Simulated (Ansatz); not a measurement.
## ZnO and the effect of the choice of potentials or basis

It takes space group P6_3mc (No. 186, hexagonal). Conventional cell: a = 3.249 Å, b = 3.249 Å, c = 5.206 Å, α = 90.00°, β = 90.00°, γ = 120.00°. Zn (site symmetry 3m) is surrounded by 4 O at 1.97 to 1.98 Å. O (site symmetry 3m) is surrounded by 4 Zn at 1.97 to 1.98 Å.

Kept alike: task band structure; functional PBEsol; k mesh 9 × 9 × 5; occupations fermi-dirac, width 0.05 eV; no spin polarisation. Program: Ansatz. Cutoffs run from 930 to 1380 eV. The mesh is that of the run's cell of 4 atoms. No spin-orbit coupling.

| choice of potentials or basis | band gap (eV) |
| --- | --- |
| Ansatz PAW (files of its older set among them) (made for PBE) | 0.716 |
| JTH PAW (made for PBE) | 0.694 |
| PseudoDojo standard (PBEsol files) | 0.763 |
| PseudoDojo stringent (PBEsol files) | 0.757 |

Gaps are the smaller of the mesh's and the band path's.

Q: What does the choice of potentials or basis change here?

A: The band gap runs from 0.694 (JTH PAW (made for PBE)) to 0.763 eV (PseudoDojo standard (PBEsol files)). Measured: 3.38 eV (pmc:10652265, doi:10.1021/acsomega.3c06556). Semilocal gaps run low as a rule. The gap moves here only through the cell or the potentials.
